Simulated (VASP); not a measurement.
Sn:

```
Sn
1.0
    -2.02919    2.02919    1.66076
     2.02919   -2.02919    1.66076
     2.02919    2.02919   -1.66076
Sn
1
Direct
  0.00000 0.00000 0.00000
```

This isn't the form of Sn at room conditions, which is tetragonal (white tin).

| Quantity | Value |
| --- | --- |
| Program | VASP 6.6.1 |
| Task | single point |
| Functional | PBE |
| Potentials or basis | VASP PAW PBE potentials, release 64 (Sn_d) |
| Cutoff | 520 eV |
| k mesh | 10 × 10 × 10 |
| Occupations | fermi-dirac, width 0.05 eV |
| Spin | no spin polarisation |

On this cell: pressure 0.8 GPa; band gap on the k mesh none (metal or under the smearing width).

The same run follows on a disturbed copy (cell strained at random at fixed volume):

```
Sn
1.0
    -1.96923    2.05623    1.62201
     2.04455   -2.03890    1.69286
     1.97855    2.04822   -1.60084
Sn
1
Direct
  0.00815 0.00113 0.99938
```

Problem. What does the disturbed cell give?

Solution. The energy (extrapolated to zero smearing) moves by +1.7 meV/atom; pressure 1.0 GPa; band gap on the k mesh none (metal or under the smearing width).

Stress tensor (GPa, compression positive):
```
 0.43 -0.18 -0.32
-0.18  0.58 -0.09
-0.32 -0.09  2.00
```
